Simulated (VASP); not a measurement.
# WS2 (Tungstenite) (P6_3/mmc) in VASP: notebook, part 2 of 2

VASP 6.6.1.

## (3) Single point, RPBE

This run uses another cell than the first one, of 17.15 Å³/atom, 0.904 times its volume.

Input file INCAR:

```
PREC = Accurate ; ENCUT = 520
EDIFF = 1E-6 ; ISMEAR = -1
SIGMA = 0.05 ; LREAL = False
LASPH = True ; NELM = 100
ALGO = Normal ; ISIF = 2
LWAVE = False ; LCHARG = False
GGA = RP ; NBANDS = 35
```

Input file KPOINTS:

```
Automatic mesh
0
Gamma
  10 10 3
```

Input file POSCAR:

```
WS2
1.0
    3.1150838257      0.0000000000      0.0000000000
   -1.5575419129      2.6977417280      0.0000000000
    0.0000000000      0.0000000000     12.2448263589
W S
2 4
Direct
    0.6666666667      0.3333333333      0.7500000000
    0.3333333333      0.6666666667      0.2500000000
    0.6666666667      0.3333333333      0.3750000000
    0.3333333333      0.6666666667      0.8750000000
    0.6666666667      0.3333333333      0.1250000000
    0.3333333333      0.6666666667      0.6250000000
```

Potentials or basis: VASP PAW PBE potentials, release 64 (W_sv, S).

Started as:

```bash
$ cat potpaw_PBE.64/W_sv/POTCAR potpaw_PBE.64/S/POTCAR > POTCAR
$ mpirun -np 1 vasp_std > vasp.out
```

OUTCAR:

```text
PREC = Accurate
   ENCUT = 520
   EDIFF = 1E-6
   ISMEAR = -1
   LREAL = False
   LASPH = True
   NELM = 100
   ISIF = 2
   GGA = RP

 ion  position               nearest neighbor table
   1  0.667  0.333  0.750-   4 2.36   6 2.36   4 2.36   6 2.36   4 2.36   6 2.36
   2  0.333  0.667  0.250-   3 2.36   5 2.36   3 2.36   5 2.36   3 2.36   5 2.36
   3  0.667  0.333  0.375-   2 2.36   2 2.36   2 2.36
   4  0.333  0.667  0.875-   1 2.36   1 2.36   1 2.36
   5  0.667  0.333  0.125-   2 2.36   2 2.36   2 2.36
   6  0.333  0.667  0.625-   1 2.36   1 2.36   1 2.36

  LATTYP: Found a hexagonal cell.
 ALAT       =     3.1150838257
 C/A-ratio  =     3.9308176101

  Lattice vectors:

 A1 = (   3.1150838257,   0.0000000000,   0.0000000000)
 A2 = (  -1.5575419129,   2.6977417280,   0.0000000000)
 A3 = (   0.0000000000,   0.0000000000,  12.2448263589)

Analysis of symmetry for initial positions (statically):
=====================================================================
 Subroutine PRICEL returns:
 Original cell was already a primitive cell.

 Routine SETGRP: Setting up the symmetry group for a
 hexagonal supercell.

 Subroutine GETGRP returns: Found 24 space group operations
 (whereof 12 operations were pure point group operations)
 out of a pool of 24 trial point group operations.

The static configuration has the point symmetry D_3d.
 The point group associated with its full space group is D_6h.

Analysis of symmetry for dynamics (positions and initial velocities):
=====================================================================
 Subroutine PRICEL returns:
 Original cell was already a primitive cell.

 Routine SETGRP: Setting up the symmetry group for a
 hexagonal supercell.

 Subroutine GETGRP returns: Found 24 space group operations
 (whereof 12 operations were pure point group operations)
 out of a pool of 24 trial point group operations.

The dynamic configuration has the point symmetry D_3d.
 The point group associated with its full space group is D_6h.

 Subroutine INISYM returns: Found 24 space group operations
 (whereof 12 operations are pure point group operations),
 and found     1 'primitive' translations

----------------------------------------------------------------------------------------

                                     Primitive cell

  volume of cell :     102.9017

  direct lattice vectors                    reciprocal lattice vectors
     3.115083826  0.000000000  0.000000000     0.321018649  0.185340203  0.000000000
    -1.557541913  2.697741728  0.000000000     0.000000000  0.370680406  0.000000000
     0.000000000  0.000000000 12.244826359     0.000000000  0.000000000  0.081667144

  length of vectors
     3.115083826  3.115083826 12.244826359     0.370680406  0.370680406  0.081667144

  position of ions in fractional coordinates (direct lattice)
     0.666666667  0.333333333  0.750000000
     0.333333333  0.666666667  0.250000000
     0.666666667  0.333333333  0.375000000
     0.333333333  0.666666667  0.875000000
     0.666666667  0.333333333  0.125000000
     0.333333333  0.666666667  0.625000000

  ion indices of the primitive-cell ions
   primitive index   ion index
                 1           1
                 2           2
[... 34 lines left out ...]
  0.100000 -0.000000  0.000000      6.000000
  0.200000 -0.000000  0.000000      6.000000
  0.300000 -0.000000  0.000000      6.000000
  0.400000 -0.000000  0.000000      6.000000
  0.500000 -0.000000  0.000000      3.000000
[... 16 lines left out ...]
  0.300000  0.100000  0.333333     24.000000
  0.400000  0.100000  0.333333     24.000000
 [... further k-points ...]
   k-points           NKPTS =     28   k-points in BZ     NKDIM =     28   number of bands    NBANDS=     35
   number of dos      NEDOS =    301   number of ions     NIONS =      6
   total plane-waves  NPLWV =  55296
   dimension x,y,z NGX =    24 NGY =   24 NGZ =   96
   dimension x,y,z NGXF=    48 NGYF=   48 NGZF=  192
   ions per type =               2   4
   NGX,Y,Z   is equivalent  to a cutoff of  12.81, 12.81, 13.03 a.u.
   NGXF,Y,Z  is equivalent  to a cutoff of  25.62, 25.62, 26.07 a.u.
 SYSTEM =  unknown system
   PREC   = accura    normal or accurate (medium, high low for compatibility)
   ISTART =      0    job   : 0-new  1-cont  2-samecut
   ICHARG =      2    charge: 1-file 2-atom 10-const
   ISPIN  =      1    spin polarized calculation?
   LNONCOLLINEAR =      F non collinear calculations
   LSORBIT =      F    spin-orbit coupling
   LASPH  =      T    aspherical Exc in radial PAW
   ENCUT  =  520.0 eV  38.22 Ry    6.18 a.u.   5.79  5.79 22.77*2*pi/ulx,y,z
   NELM   =    100;   NELMIN=  2; NELMDL= -5     # of ELM steps
   EDIFF  = 0.1E-05   stopping-criterion for ELM
   LREAL  =      F    real-space projection
   EDIFFG = 0.1E-04   stopping-criterion for IOM
   NSW    =      0    number of steps for IOM
   IBRION =     -1    ionic relax: 0-MD 1-quasi-New 2-CG
   NFREE  =      0    steps in history (QN), initial steepest desc. (CG)
   ISIF   =      2    stress and relaxation
   ISYM   =      2    0-nonsym 1-usesym 2-fastsym
   POTIM  = 0.5000    time-step for ionic-motion
   TEBEG  =    0.0;   TEEND  =   0.0 temperature during run
   PSTRESS=    0.0 pullay stress
   NELECT =      52.0000    total number of electrons
   NUPDOWN=      -1.0000    fix difference up-down
   EMIN   =  10.00;   EMAX   =-10.00  energy-range for DOS
   EFERMI =   0.00;   METHOD = LEGACY
   ISMEAR =    -1;   SIGMA  =   0.05  broadening in eV -4-tet -1-fermi 0-gaus
   EFERMI_NEDOS =   21; number of points for ismear=-14 and -15
   IALGO  =     38    algorithm
   IMIX   =      4    mixing-type and parameters
     AMIX     =   0.40;   BMIX     =  1.00
     AMIX_MAG =   1.60;   BMIX_MAG =  1.00
  volume/ion in A,a.u.               =      17.15       115.74
  Fermi-wavevector in a.u.,A,eV,Ry     =   1.303972  2.464150 23.134581  1.700344
  Thomas-Fermi vector in A             =   2.434939
   LORBIT       =      0    0 simple, 1 ext, 2 COOP (PROOUT), +10 PAW based schemes
   GGA     = RP    functional components
   LHFCALC =     F    Hartree Fock is set to
   AEXX    =    0.0000 exact exchange contribution
   IVDW    =     0    specifies the selected vdW correction
   LEPSILON=     F    determine dielectric tensor
   LRPA    =     F    only Hartree local field effects (RPA)
 non-spin polarized calculation
  energy-cutoff  :      520.00
  volume of cell :      102.90
 maximum number of plane-waves:      2795
 NGX is ok and might be reduce to    24
   NGX = 11   NGY = 11   NGZ = 45

 number of electron      51.9999993 magnetization

 Free energy of the ion-electron system (eV)
  ---------------------------------------------------
  ext. energy  EPLUGINS =         0.00000000
  ---------------------------------------------------
  free energy    TOTEN  =       -44.30945851 eV

  energy without entropy =      -44.30945815  energy(sigma->0) =      -44.30945833

 E-fermi :   8.5542     XC(G=0): -10.9386

 val. band max:        8.0452059236   @ k =   0.0000   0.0000   0.0000
 cond. band min:       9.1712487177   @ k =   0.2000   0.2000   0.0000
 fundamental gap:      1.1260427941
 Fermi energy:         8.5542099743

 k-point     1 :       0.0000    0.0000    0.0000
  band No.  band energies     occupation
      1     -66.5607      2.00000
      2     -66.5607      2.00000
      3     -30.8732      2.00000
      4     -30.8731      2.00000
      5     -30.6641      2.00000
      6     -30.6641      2.00000
[... 901 lines left out ...]
     34      12.2997      0.00000
     35      13.1904      0.00000

 [... further k-points ...]

------------------------ aborting loop because EDIFF is reached ----------------------------------------

  FORCE on cell =-STRESS in cart. coord.  units (eV):
  Direction    XX          YY          ZZ          XY          YZ          ZX
  --------------------------------------------------------------------------------------
  -------------------------------------------------------------------------------------
  Total       10.0174406     10.0174406     11.9661135     -0.0000000     -0.0000000     -0.0000000
  in kB      155.9712741    155.9712741    186.3120576     -0.0000000     -0.0000000     -0.0000000
  external PRESSURE =     166.0848686 kB  Pullay stress =       0.0000000 kB

 VOLUME and BASIS-vectors are now :
 -----------------------------------------------------------------------------
  energy-cutoff  :      520.00
  volume of cell :      102.90
      direct lattice vectors                 reciprocal lattice vectors
     3.115083826  0.000000000  0.000000000     0.321018649  0.185340203  0.000000000
    -1.557541913  2.697741728  0.000000000     0.000000000  0.370680406  0.000000000
     0.000000000  0.000000000 12.244826359     0.000000000  0.000000000  0.081667144

 POSITION                                       TOTAL-FORCE (eV/Angst)
 -----------------------------------------------------------------------------------
      1.55754      0.89925      9.18362        -0.000000     -0.000000      0.000000
     -0.00000      1.79849      3.06121         0.000000      0.000000      0.000000
      1.55754      0.89925      4.59181         0.000000      0.000000      1.394687
     -0.00000      1.79849     10.71422        -0.000000      0.000000      1.394687
      1.55754      0.89925      1.53060         0.000000      0.000000     -1.394687
     -0.00000      1.79849      7.65302        -0.000000     -0.000000     -1.394687
 -----------------------------------------------------------------------------------
    total drift:                               -0.000000      0.000000     -0.000000

  FREE ENERGIE OF THE ION-ELECTRON SYSTEM (eV)
  ---------------------------------------------------
  free  energy   TOTEN  =       -44.3094585100 eV

  energy  without entropy=      -44.3094581544  energy(sigma->0) =      -44.30945833
```

OSZICAR:

```text
N       E                     dE             d eps       ncg     rms          rms(c)
DAV:   1     0.520246647291E+03    0.52025E+03   -0.28634E+04  2128   0.149E+03
DAV:   2    -0.136078681136E+02   -0.53385E+03   -0.51542E+03  2255   0.415E+02
DAV:   3    -0.459284454738E+02   -0.32321E+02   -0.31794E+02  2428   0.985E+01
DAV:   4    -0.466951039365E+02   -0.76666E+00   -0.76328E+00  2373   0.160E+01
DAV:   5    -0.467112732162E+02   -0.16169E-01   -0.16154E-01  2368   0.241E+00    0.429E+01
DAV:   6    -0.445878653935E+02    0.21234E+01   -0.68684E+00  2246   0.180E+01    0.190E+01
DAV:   7    -0.443914520756E+02    0.19641E+00   -0.20644E+00  2154   0.724E+00    0.690E+00
DAV:   8    -0.443089012385E+02    0.82551E-01   -0.35099E-01  2218   0.396E+00    0.234E+00
DAV:   9    -0.443114070506E+02   -0.25058E-02   -0.38637E-02  2377   0.103E+00    0.135E+00
DAV:  10    -0.443097679132E+02    0.16391E-02   -0.25910E-02  2347   0.995E-01    0.307E-01
DAV:  11    -0.443093361098E+02    0.43180E-03   -0.41654E-03  2151   0.381E-01    0.138E-01
DAV:  12    -0.443093650044E+02   -0.28895E-04   -0.19556E-04  2261   0.745E-02    0.859E-02
DAV:  13    -0.443094411742E+02   -0.76170E-04   -0.88712E-05  2125   0.483E-02    0.659E-02
DAV:  14    -0.443094585234E+02   -0.17349E-04   -0.45139E-05  2137   0.347E-02    0.552E-02
DAV:  15    -0.443094585100E+02    0.13453E-07   -0.73871E-06  2058   0.171E-02
   1 F= -.44309459E+02 E0= -.44309458E+02  d E =-.355587E-06
```

Wall time 58 s (1 thread of Intel Xeon Platinum 8375C at 2.90GHz (Ice Lake), shared host); peak memory 0.26 GiB.

Results:

| Quantity | Value |
| --- | --- |
| Free energy | -44.3095 eV |
| Pressure | 16.6 GPa |
| Largest force | 1.395 eV/Å |
| Band gap on the k mesh | 1.13 eV, indirect (least direct gap 2.26 eV) |

Forces in eV/Å, atoms in the order of the input:
```
W    0.000  0.000  0.000
W    0.000  0.000  0.000
S    0.000  0.000  1.395
S    0.000  0.000  1.395
S    0.000  0.000 -1.395
S    0.000  0.000 -1.395
```

Caveat: so large a pressure means that the cell lies far from this level's equilibrium, or that cutoff or potentials fall short; the potentials were made for another functional, which shifts forces and pressure; spin-orbit coupling is left out, which moves the levels of the heavy elements; an odd mesh through Γ misses points on the zone boundary, where band edges often lie; this functional lacks dispersion, which binds the layers, so the pressure and a relaxed spacing across them are unreliable.
